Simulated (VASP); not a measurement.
Co: single point with PBEsol

The system is Co.

```
CELL_PARAMETERS angstrom
2.47056 0.00000 0.00000
-1.23528 2.13957 0.00000
0.00000 0.00000 8.08823
ATOMIC_POSITIONS crystal
Co 0.66629 0.32673 0.74287
Co 0.98942 0.00200 0.49624
Co 0.34751 0.69536 0.25416
Co 0.01648 0.99819 0.99335
```

The cell isn't the ideal one: atoms moved at random, drawn with an rms of 0.05 Å.

| Quantity | Value |
| --- | --- |
| Program | VASP 6.6.1 |
| Task | single point |
| Functional | PBEsol |
| Potentials or basis | VASP PAW PBE potentials, release 64 (Co) |
| Cutoff | 520 eV |
| k mesh | 12 × 12 × 4 |
| Occupations | fermi-dirac, width 0.05 eV |
| Spin | collinear spin, ferromagnetic start |
| Starting moments | [2.0, 2.0, 2.0, 2.0] μB |

```yaml
Pressure: -6.0 GPa
Largest_force: 0.666 eV/Å
Band_gap_on_the_k_mesh: none (metal or under the smearing width)
Net_moment: 6.55 μB per cell
Site_moments: Co +1.65, +1.62, +1.66 μB
Valence_electrons_inside_the_program's_atomic_spheres: Co 8.31, 8.35, 8.29, 8.26
```

Forces in eV/Å, atoms in the order of the input:
```
Co   0.003  0.055  0.366
Co   0.099  0.049  0.075
Co  -0.002 -0.140 -0.651
Co  -0.101  0.036  0.210
```

Stress tensor (GPa, compression positive):
```
-4.18 -0.01 -0.02
-0.01 -5.79  0.27
-0.02  0.27 -8.06
```

Levels at points of the mesh, in eV from the Fermi level:
Spin up:
```
           k point  band 19  band 20  band 21  band 22  band 23  band 24
(0.00, 0.00, 0.00)    -1.47    -1.18    -1.15    -0.81    -0.71    -0.34
(0.50, 0.00, 0.00)    -0.52    -0.49     0.27     1.29     2.46     3.04
(0.00, 0.50, 0.00)    -0.51    -0.50     0.14     1.44     2.51     3.24
(0.50, 0.50, 0.00)    -0.52    -0.49     0.28     1.26     2.47     3.03
(0.00, 0.00, 0.50)    -1.63    -1.58    -1.04    -0.97    -0.91    -0.85
(0.50, 0.00, 0.50)    -0.54    -0.52     1.21     1.30     2.69     2.78
(0.00, 0.50, 0.50)    -0.55    -0.53     1.11     1.26     2.86     2.98
(0.50, 0.50, 0.50)    -0.54    -0.52     1.19     1.31     2.67     2.78
```
Spin down:
```tsv
k point	band 10	band 11	band 12	band 13	band 14	band 15	band 16	band 17	band 18	band 19
(0.00, 0.00, 0.00)	-1.13	-1.10	-0.85	-0.85	-0.80	-0.78	-0.29	0.00	0.11	0.38
(0.50, 0.00, 0.00)	-1.14	-0.84	-0.14	0.00	0.57	1.18	1.21	1.23	1.28	1.32
(0.00, 0.50, 0.00)	-1.18	-0.79	-0.16	0.00	0.47	1.18	1.20	1.23	1.27	1.33
(0.50, 0.50, 0.00)	-1.14	-0.84	-0.15	0.02	0.58	1.18	1.21	1.23	1.27	1.32
(0.00, 0.00, 0.50)	-1.10	-1.02	-1.00	-1.00	-0.98	-0.89	-0.88	0.17	0.21	0.24
(0.50, 0.00, 0.50)	-0.89	-0.81	-0.73	-0.29	-0.19	0.76	0.89	1.19	1.24	1.34
(0.00, 0.50, 0.50)	-0.86	-0.82	-0.74	-0.25	-0.12	0.77	0.88	1.21	1.25	1.32
(0.50, 0.50, 0.50)	-0.89	-0.84	-0.72	-0.30	-0.19	0.77	0.88	1.19	1.24	1.34
```

Run time: 13 min on 1 thread of AMD EPYC 7R43 64-Core Processor (Zen 3), on a shared host, peak memory 0.5 GiB.

Caveat: the PAW data sets were made with another functional, which shifts forces and pressure a little.
